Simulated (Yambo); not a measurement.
# PtS2 (P-3m1) in Yambo: further runs

Runs on PtS2. Level: PBE. Tasks: G0W0 quasiparticle levels, optical spectrum, optical spectrum by the Bethe-Salpeter equation.

Everything below comes from runs of Yambo 5.3.0. Logs are shortened: lines on timing, memory, paths and dates and some standing lists are left out, and cuts for length are marked.

## (1) The structure

Symmetry: P-3m1, No. 164, trigonal system. The conventional cell has a = 3.543 Å, b = 3.543 Å, c = 5.039 Å, α = 90.00°, β = 90.00°, γ = 120.00°. Pt (site symmetry -3m) has 6 S at 2.34 Å as nearest neighbours. S (site symmetry 3m) is surrounded by 3 Pt at 2.34 Å.

## (2) G0W0 quasiparticle levels, PBE

The input, g0w00.in:

```
gw0
dyson
el_el_corr
rim_cut
HF_and_locXC
ppa
em1d
RandQpts= 1000000
RandGvec= 50 RL
EXXRLvcs= 84 Ry
VXCRLvcs= 84 Ry
Chimod= "HARTREE"
% BndsRnXp
 1 | 95 |
%
NGsBlkXp= 12 Ry
% LongDrXp
 1 | 1 | 1 |
%
PPAPntXp= 27.21138 eV
% GbndRnge
 1 | 95 |
%
GTermKind= "BG"
DysSolver= "n"
ExtendOut
% QPkrange
 1 | 1 | 14 | 17 |
 4 | 4 | 14 | 17 |
 5 | 5 | 14 | 17 |
%
```

The input, scf.in:

```
&CONTROL
  calculation = 'scf'
  prefix = 'pwscf'
  outdir = './tmp'
  pseudo_dir = './pseudo'
/
&SYSTEM
  ibrav = 0
  nat = 3
  ntyp = 2
  ecutwfc = 84
  nbnd = 22
  occupations = 'smearing'
  smearing = 'fd'
  degauss = 0.00367493
  force_symmorphic = .true.
/
&ELECTRONS
  conv_thr = 6d-10
  electron_maxstep = 120
  mixing_beta = 0.5
/
ATOMIC_SPECIES
Pt   195.0840 Pt.upf
S     32.0600 S.upf
CELL_PARAMETERS angstrom
   3.5432000000    0.0000000000    0.0000000000
  -1.7716000000    3.0685012107    0.0000000000
   0.0000000000    0.0000000000    5.0388000000
ATOMIC_POSITIONS crystal
Pt     0.0000000000    0.0000000000    0.0000000000
S      0.6666666667    0.3333333333    0.7730000000
S      0.3333333333    0.6666666667    0.2270000000
K_POINTS automatic
12 12 6 0 0 0
```

The input, nscf.in:

```
&CONTROL
  calculation = 'nscf'
  prefix = 'pwscf'
  outdir = './tmp'
  pseudo_dir = './pseudo'
/
&SYSTEM
  ibrav = 0
  nat = 3
  ntyp = 2
  ecutwfc = 84
  nbnd = 95
  occupations = 'fixed'
  force_symmorphic = .true.
/
&ELECTRONS
  conv_thr = 1d-08
  diago_full_acc = .true.
  diago_thr_init = 1d-06
/
ATOMIC_SPECIES
Pt   195.0840 Pt.upf
S     32.0600 S.upf
CELL_PARAMETERS angstrom
   3.5432000000    0.0000000000    0.0000000000
  -1.7716000000    3.0685012107    0.0000000000
   0.0000000000    0.0000000000    5.0388000000
ATOMIC_POSITIONS crystal
Pt     0.0000000000    0.0000000000    0.0000000000
S      0.6666666667    0.3333333333    0.7730000000
S      0.3333333333    0.6666666667    0.2270000000
K_POINTS automatic
3 3 2 0 0 0
```

Potentials or basis: PseudoDojo 0.4.1 SR PBE standard.

Launch:

```console
> OMP_NUM_THREADS=1 pw.x -in scf.in > scf.out
> OMP_NUM_THREADS=1 pw.x -in nscf.in > nscf.out
> cd tmp/pwscf.save; p2y; mv SAVE ../..; cd ../..
> OMP_NUM_THREADS=1 yambo
> OMP_NUM_THREADS=1 yambo -F g0w00.in -J g0w00 -C g0w00_out
```

Yambo's report:

```text
[... sections 02.01 to 02.04 as in the set-up run ...]

  [02.05] Energies & Occupations
  ==============================

  [X] === General ===
  [X] Electronic Temperature                        :  0.000000  0.000000 [eV K]
  [X] Bosonic    Temperature                        :  0.000000  0.000000 [eV K]
  [X] Finite Temperature mode                       : no
  [X] El. density                                   :  0.54761E+24 [cm-3]
  [X] Fermi Level                                   :  10.91008 [eV]

  [X] === Gaps and Widths ===
  [X] Conduction Band Min                           :  1.166279 [eV]
  [X] Valence Band Max                              :  0.000000 [eV]
  [X] Filled Bands                                  :  15
  [X] Empty Bands                                   :   16   95
  [X] Direct Gap                                    :  2.393030 [eV]
  [X] Direct Gap localized at k                     :   4
  [X] Indirect Gap                                  :  1.166279 [eV]
  [X] Indirect Gap between kpts                     :   1   5
  [X] Last valence band width                       :  1.745425 [eV]
  [X] 1st conduction band width                     :  1.888025 [eV]

 [03] Transferred momenta grid and indexing
 ==========================================

 IBZ Q-points                                      :   6
 BZ  Q-points                                      :  18

 K/Q-points units:
 rlu = crystal or reduced units; cc = cartesian coordinates; iku = interal k-units

 Q [1]          [rlu]:  0.000000  0.000000  0.000000
 Q [2]          [rlu]:  0.000000  0.000000 -0.500000
 Q [3]          [rlu]:  0.37553E-16  0.33333       0.0000
 Q [4]          [rlu]:  0.37553E-16  0.33333     -0.50000
 Q [5]          [rlu]:  0.333333  0.333333  0.000000
 Q [6]          [rlu]:  0.333333  0.333333 -0.500000

 [04] Coloumb potential Random Integration (RIM)
 ===============================================

  [04.01] RIM initialization
  ==========================

  * Diagonal components only detected *

  8 x (sBL volume)        :  0.298203 [a.u.]
  sBZ random points       :  1000000
  Points outside the sBZ  :   7994252
  RL volume               :  0.670956 [a.u.]
  Integrated volume       :  0.671438 [a.u.]

  [04.02] RIM integrals
  =====================

  Gamma point sphere radius             :  0.121187 [a.u.]
  Points outside the sphere             :   799579
  [Int_sBZ(q=0) 1/q^2]*(Vol_sBZ)^(-1/3) =:  7.714830
                                 should be <:  7.795600
  [WR./g0w00//ndb.RIM]------------------------------------------------------------
   Brillouin Zone Q/K grids (IBZ/BZ)                :   6  18   6  18
   Coulomb cutoff potential                         : none
[... 140 lines left out ...]

  [  GW  ] Bands range     :    1   95
  [GW/PPA] G damping       :  0.100000 [eV]

  QP @ state[ 1 ] K range:  1  1
  QP @ state[ 1 ] b range:  14  17
  QP @ state[ 2 ] K range:   4   5
  QP @ state[ 2 ] b range:  14  17
[... 11 lines left out ...]
   :: Time ordering fails/rest    :  0.500031
   :: Mean rel dev of PP cond     :  0.310411
   Current Q-pt index             :   4
   :: PP condition fails/total    :  0.309474
   :: Time ordering fails/rest    :  0.499634
   :: Mean rel dev of PP cond     :  0.309481
   Current Q-pt index             :   5
   :: PP condition fails/total    :  0.312192
   :: Time ordering fails/rest    :  0.499527
   :: Mean rel dev of PP cond     :  0.312196
   Current Q-pt index             :   6
   :: PP condition fails/total    :  0.310688
   :: Time ordering fails/rest    :  0.502947
   :: Mean rel dev of PP cond     :  0.310688

  [08.02] QP properties and I/O
  =============================

  Legend (energies in eV)
  - B  : Band       - Eo  : bare energy
  - E  : QP energy  - Z   : Renormalization factor
  - So : Sc(Eo)     - S   : Sc(E)
  - dSp: Sc derivative precision

  - lXC: Local XC (Perdew, Burke & Ernzerhof(X)+Perdew, Burke & Ernzerhof(C))
  -nlXC: non-Local XC (Hartree-Fock)

  QP [eV] @ K [1] (iku):  0.000000  0.000000  0.000000
   B=14 Eo= -1.03 E= -1.57 E-Eo= -0.54 Re(Z)=0.79 Im(Z)=-0.124228E-2 nlXC= -16.2604 lXC= -14.0791 So=  1.49228
   B=15 Eo=  0.00 E= -0.48 E-Eo= -0.48 Re(Z)=0.78 Im(Z)=-0.129824E-2 nlXC= -14.9776 lXC= -13.5869 So= 0.783614
   B=16 Eo=  2.58 E=  2.99 E-Eo=  0.41 Re(Z)=0.79 Im(Z)=-0.184388E-2 nlXC= -13.0268 lXC= -16.7975 So= -3.25167
   B=17 Eo=  2.58 E=  2.99 E-Eo=  0.41 Re(Z)=0.79 Im(Z)=-0.421066E-3 nlXC= -13.0268 lXC= -16.7975 So= -3.24761
[... 7 lines left out ...]
  QP [eV] @ K [5] (iku):  0.333333  0.500000  0.000000
   B=14 Eo= -1.36 E= -1.69 E-Eo= -0.34 Re(Z)=0.79 Im(Z)=-0.134010E-2 nlXC= -20.7590 lXC= -17.3849 So=  2.94647
   B=15 Eo= -1.36 E= -1.70 E-Eo= -0.34 Re(Z)=0.79 Im(Z)=-0.119786E-2 nlXC= -20.7590 lXC= -17.3849 So=  2.94027
   B=16 Eo=  1.17 E=  1.57 E-Eo=  0.41 Re(Z)=0.79 Im(Z)=-0.120182E-2 nlXC= -13.1070 lXC= -16.8597 So= -3.23968
   B=17 Eo=  1.17 E=  1.57 E-Eo=  0.41 Re(Z)=0.79 Im(Z)=-0.120815E-2 nlXC= -13.1070 lXC= -16.8597 So= -3.24201

  [WR./g0w00//ndb.QP]-------------------------------------------------------------
   Lattice constants                                :  6.695678  5.798627  9.521952
   Coulomb cutoff potential                         : none
   Electronic Temperature                           :  0.000000 [K]
   Bosonic    Temperature                           :  0.000000 [K]
   Green`s function   energies                      : Perdew, Burke & Ernzerhof(X)+Perdew, Burke & Ernzerhof(C)
   wavefunctions                                    : Perdew, Burke & Ernzerhof(X)+Perdew, Burke & Ernzerhof(C)
   PPA    diel. fun.  energies                      : Perdew, Burke & Ernzerhof(X)+Perdew, Burke & Ernzerhof(C)
   wavefunctions                                    : Perdew, Burke & Ernzerhof(X)+Perdew, Burke & Ernzerhof(C)
   QP tot states                                    :  12
   GW solver                                        : Newton
   GW approximation                                 : PPA
   PPA imaginary Energy                             :  27.21138 ev
   RIM G`s                                          :   55
   RIM random pts                                   :  1000000
   dS/dw steps                                      :  2
   dS/dw step                                       :  0.100000 ev
   X G`s                                            :  263 used
   X G`s                                            :  263 disk
   X bands                                          :    1   95
   X poles                                          :  100.0000 o/o
   X e/h E range                                    : -1.000000 -1.000000 ev
   X Hxc Kernel                                     : HARTREE
   X BZ energy Double Grid                          : no
   X Optical Averaged directions                    : none
   Sc/G bands                                       :    1   95
   Sc/G damping                                     :  0.100000 ev
   Sc bands terminator                              : yes
   Sc terminator kind                               : BG
   Sc Terminator pole                               :  40.81708
   Sx RL components                                 :   4767

   QP @ state[ 1 ] K range                          :  1  1
   QP @ state[ 1 ] b range                          :  14  17
   QP @ state[ 2 ] K range                          :   4   5
   QP @ state[ 2 ] b range                          :  14  17
   GF energies kind                                 : Perdew, Burke & Ernzerhof(X)+Perdew, Burke & Ernzerhof(C)
   GF WF`s kind                                     : Perdew, Burke & Ernzerhof(X)+Perdew, Burke & Ernzerhof(C)
   Xs energies kind                                 : Perdew, Burke & Ernzerhof(X)+Perdew, Burke & Ernzerhof(C)
   Xs WF`s kind                                     : Perdew, Burke & Ernzerhof(X)+Perdew, Burke & Ernzerhof(C)
```

r_setup:

```text
[02] CORE Variables Setup
 =========================

  [02.01] Unit cells
  ==================

  Cell kind             :  HCP
  Atoms in the cell     :  Pt  S
[... 213 lines left out ...]

  [03.01] X indexes
  =================

   [03.01.01] Sigma indexes
   ========================

   [WR./SAVE//ndb.kindx]-----------------------------------------------------------
    Fragmentation                                    : no
    Polarization last K ( bz)                        :  18
    Polarization last K (ibz)                        :   6
    QP states                                        :   1   6
    X grid is uniform                                : yes
    Grids (string)                                   :  X S
    Grids (int-vector)                               :  1  0  0  1
```

o-g0w00.qp:

```text
# GW solver                                       : Newton
# GW approximation                                : PPA
# PPA imaginary Energy                            :   27.2113800    [ev]
[... 43 lines left out ...]
         5                 16                 1.166279           1.573509           0.407231          -16.85973          -13.10699          -3.239682          -3.345511          -7.070294           0.793757          -0.001202          -9.764869           67.40612
         5                 17                 1.166279           1.571623           0.405344          -16.85973          -13.10703          -3.242010          -3.347356          -7.070814           0.793745          -0.001208          -9.768258           67.38273
#
```

Wall time 4.7 min (1 thread of Arm Neoverse V1, shared host); peak memory 0.37 GiB.

What came out:

```yaml
Band_gap_on_the_k_mesh_mean-field_level: 1.17 eV, indirect (least direct gap 2.39 eV)
Quasiparticle_gap: 1.72 eV
Least_direct_quasiparticle_gap: 3.20 eV
Quasiparticle_gap_at_Γ: 3.47 eV
Band_gap_of_the_same_states_before_the_correction: 0.84 eV
```

Quasiparticle terms (eV):
```csv
k point,band,Kohn-Sham level,Vxc,Σx,Σc,Z,result
"(0.000, 0.000, 0.000)",14,-1.03,-14.08,-16.26,1.49,0.79,-1.57
"(0.000, 0.000, 0.000)",15,0.00,-13.59,-14.98,0.78,0.78,-0.48
"(0.000, 0.000, 0.000)",16,2.58,-16.80,-13.03,-3.25,0.79,2.99
"(0.000, 0.000, 0.000)",17,2.58,-16.80,-13.03,-3.25,0.79,2.99
"(0.000, 0.333, -0.500)",14,-1.70,-16.65,-19.78,2.62,0.79,-2.09
"(0.000, 0.333, -0.500)",15,-0.79,-14.96,-17.41,1.87,0.78,-1.25
"(0.000, 0.333, -0.500)",16,1.60,-16.94,-13.28,-3.20,0.79,1.96
"(0.000, 0.333, -0.500)",17,2.11,-16.41,-12.52,-3.37,0.79,2.51
"(0.333, 0.333, 0.000)",14,-1.36,-17.38,-20.76,2.95,0.79,-1.69
"(0.333, 0.333, 0.000)",15,-1.36,-17.38,-20.76,2.94,0.79,-1.70
"(0.333, 0.333, 0.000)",16,1.17,-16.86,-13.11,-3.24,0.79,1.57
"(0.333, 0.333, 0.000)",17,1.17,-16.86,-13.11,-3.24,0.79,1.57
```

Caveat: the k mesh is coarse (spacing up to 0.68 Å⁻¹), so the values aren't converged; this k mesh misses the band edges, so its gaps are larger than the crystal's; the screening block or the number of bands is too small for a converged GW gap; this version prints the column dSc/dw multiplied by 27.2; the terminator is approximate in this version, by hundredths of an eV; the quasiparticle gap listed is the Kohn-Sham gap on the denser mesh of the self-consistent run plus the correction found on the GW mesh, so it differs from the gap in the log; spin-orbit coupling is left out, which moves the levels of the heavy elements; an odd mesh through Γ misses points on the zone boundary, where band edges often lie.

## (3) Optical spectrum, PBE

The input, optics1.in:

```
optics
chi
Chimod= "HARTREE"
% BndsRnXd
 1 | 40 |
%
NGsBlkXd= 3 Ry
% LongDrXd
 1 | 0 | 0 |
%
% QpntsRXd
 1 | 1 |
%
% EnRngeXd
 0 | 20 | eV
%
% DmRngeXd
 0.1 | 0.1 | eV
%
ETStpsXd= 200
```

scf.in is that of step 2.

nscf.in is that of step 2.

Potentials or basis: PseudoDojo 0.4.1 SR PBE standard.

Launch:

```console
> OMP_NUM_THREADS=1 pw.x -in scf.in > scf.out
> OMP_NUM_THREADS=1 pw.x -in nscf.in > nscf.out
> cd tmp/pwscf.save; p2y; mv SAVE ../..; cd ../..
> OMP_NUM_THREADS=1 yambo
> OMP_NUM_THREADS=1 yambo -F optics1.in -J optics1 -C optics1_out
```

Yambo's report:

```text
[... sections 02.01 to 02.04 as in the set-up run ...]

  [02.05] Energies & Occupations
  ==============================

  [X] === General ===
  [X] Electronic Temperature                        :  0.000000  0.000000 [eV K]
  [X] Bosonic    Temperature                        :  0.000000  0.000000 [eV K]
  [X] Finite Temperature mode                       : no
  [X] El. density                                   :  0.54761E+24 [cm-3]
  [X] Fermi Level                                   :  10.91008 [eV]

  [X] === Gaps and Widths ===
  [X] Conduction Band Min                           :  1.166279 [eV]
  [X] Valence Band Max                              :  0.000000 [eV]
  [X] Filled Bands                                  :  15
  [X] Empty Bands                                   :   16   95
  [X] Direct Gap                                    :  2.393030 [eV]
  [X] Direct Gap localized at k                     :   4
  [X] Indirect Gap                                  :  1.166279 [eV]
  [X] Indirect Gap between kpts                     :   1   5
  [X] Last valence band width                       :  1.745425 [eV]
  [X] 1st conduction band width                     :  1.888025 [eV]

 [03] Transferred momenta grid and indexing
 ==========================================

 IBZ Q-points                                      :   6
 BZ  Q-points                                      :  18

 K/Q-points units:
 rlu = crystal or reduced units; cc = cartesian coordinates; iku = interal k-units

 Q [1]          [rlu]:  0.000000  0.000000  0.000000
 Q [2]          [rlu]:  0.000000  0.000000 -0.500000
 Q [3]          [rlu]:  0.37553E-16  0.33333       0.0000
 Q [4]          [rlu]:  0.37553E-16  0.33333     -0.50000
 Q [5]          [rlu]:  0.333333  0.333333  0.000000
 Q [6]          [rlu]:  0.333333  0.333333 -0.500000

 [04] Dipoles
 ============

  [04.01] Setup: observables and procedures
  =========================================

  [WARNING] [x,Vnl] slows the Dipoles computation. To neglect it rename the ns.kb_pp file
  [WF-Oscillators/G space/Transverse up loader] Normalization (few states)  min/max  :  0.10408E-16   1.0000

  [WR./optics1//ndb.dipoles]------------------------------------------------------
   Brillouin Zone Q/K grids (IBZ/BZ)                :   6  18   6  18
   RL vectors                                       :   5969 [WF]
   Fragmentation                                    : yes
   Electronic Temperature                           :  0.000000 [K]
   Bosonic    Temperature                           :  0.000000 [K]
   DIP band range                                   :    1   40
   DIP band range limits                            :  15  16
   DIP e/h energy range                             : -1.000000 -1.000000 [eV]
   RL vectors in the sum                            :   5969
   [r,Vnl] included                                 : yes
   Bands ordered                                    : yes
   Direct v evaluation                              : no
   Approach used                                    : G-space v
   Dipoles computed                                 : R V P [G-space]
   Wavefunctions                                    : Perdew, Burke & Ernzerhof(X)+Perdew, Burke & Ernzerhof(C)

  [WARNING] [r,Vnl^pseudo] included in position and velocity dipoles.

  [WARNING] In case H contains other non local terms, these are neglected

 [05] Optics
 ===========

 [X-CG] R(p) Tot o/o(of R):   1456   6750    100
```

o-optics1.eps_q1_inv_rpa_dyson:

```text
# Absorption @ Q(1):   1.00000000      0.00000000      0.00000000    [q->0 direction]
#
# [ X ] Hartree size                              :   41
# [GEN] GF Energies                               : Perdew, Burke & Ernzerhof(X)+Perdew, Burke & Ernzerhof(C)
# [GEN] Green`s Function                          : T-ordered
#
# [GEN] Gauge                                     : Length
# [GEN] [r,Vnl] included                          : yes
#
#    E[1] [eV]          Im(eps)            Re(eps)            Im(eps_o)          Re(eps_o)
#
        0.000000           0.320025           13.03663           0.363052           14.13210
        0.100503           0.321115           13.04714           0.364285           14.14385
        0.201005           0.324415           13.07882           0.368019           14.17927
        0.301508           0.330018           13.13215           0.374359           14.23891
        0.402010           0.338085           13.20798           0.383488           14.32371
        0.502513           0.348856           13.30751           0.395678           14.43503
[... 192 lines left out ...]
        19.89950           0.782271          -0.221008           0.375118          -0.461068
        20.00000           0.754084          -0.125298           0.379724          -0.350686
#
```

Run time: 2.9 min. Hardware: 1 thread of Arm Neoverse V1, shared host; peak memory 0.29 GiB.

Results:

| Quantity | Value |
| --- | --- |
| Band gap on the k mesh, mean-field level | 1.17 eV, indirect (least direct gap 2.39 eV) |
| Electronic dielectric constant along the field | 13.04 |
| Electronic dielectric constant along the field, independent particles | 14.13 |

Dielectric function (along the field direction of the input):
| energy (eV) | real part | imaginary part |
| --- | --- | --- |
| 0.30 | 13.13 | 0.33 |
| 1.31 | 15.31 | 0.61 |
| 2.31 | 33.19 | 18.22 |
| 3.32 | 8.58 | 16.01 |
| 4.42 | -2.56 | 4.90 |
| 5.43 | 3.73 | 1.80 |
| 6.43 | 2.84 | 2.40 |
| 7.54 | -8.61 | 7.24 |
| 8.54 | 0.11 | 4.78 |
| 9.55 | -1.31 | 4.95 |
| 10.65 | 3.46 | 3.59 |
| 11.66 | 0.85 | 5.33 |
| 12.66 | -1.39 | 4.90 |
| 13.77 | -0.49 | 2.94 |
| 14.77 | -0.59 | 1.32 |
| 15.78 | -1.23 | 3.08 |
| 16.88 | -0.88 | 0.80 |
| 17.89 | -0.42 | 0.92 |
| 18.89 | -0.15 | 0.72 |
| 20.00 | -0.13 | 0.75 |

Caveat: the k mesh is coarse (spacing up to 0.68 Å⁻¹), so the values aren't converged; this k mesh misses the band edges, so its gaps are larger than the crystal's; spectra need much finer meshes, so this one isn't converged; these spectra lack excitons; spin-orbit coupling is left out, which moves the levels of the heavy elements; an odd mesh through Γ misses points on the zone boundary, where band edges often lie.

(Part 1 of 2 ends here.)
